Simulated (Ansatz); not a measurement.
The system is Br.

```
Br
1.0
     3.36325   -2.32255    0.00000
     3.36325    2.32255    0.00000
     0.00000    0.00000    8.70230
Br
4
Cartesian
  3.3632 0.6266 3.3948
  3.3632 1.6959 7.7459
  3.3632 -0.6266 5.3075
  3.3632 -1.6959 0.9564
```

Base run:

```yaml
Program: Ansatz 0.2.0
Functional: PBE
Potentials_or_basis: all-electron LAPW, scalar-relativistic
Cutoff: 319 eV
Density_cutoff: 1275 eV
Basis_error_allowed: 0.002 eV/atom
k_mesh: 7 × 7 × 3
Occupations: fermi-dirac, width 0.05 eV
Spin: no spin polarisation
```

Its results: band gap on the k mesh 1.91 eV, indirect (least direct gap 1.93 eV); pressure 1.8 GPa; largest force 0.868 eV/Å.

Task: After a change of settings the same cell gave: band gap on the k mesh 1.85 eV, indirect (least direct gap 1.86 eV); pressure 0.1 GPa; largest force 0.722 eV/Å. Which change was it?
A. functional from PBE to LDA
B. functional from PBE to PBEsol
C. basis error allowed from 0.002 eV/atom to 0.001 eV/atom

Result: B.

PBEsol binds more tightly than PBE, so the same cell stands under less pressure.

Not every run made on this cell is shown here.
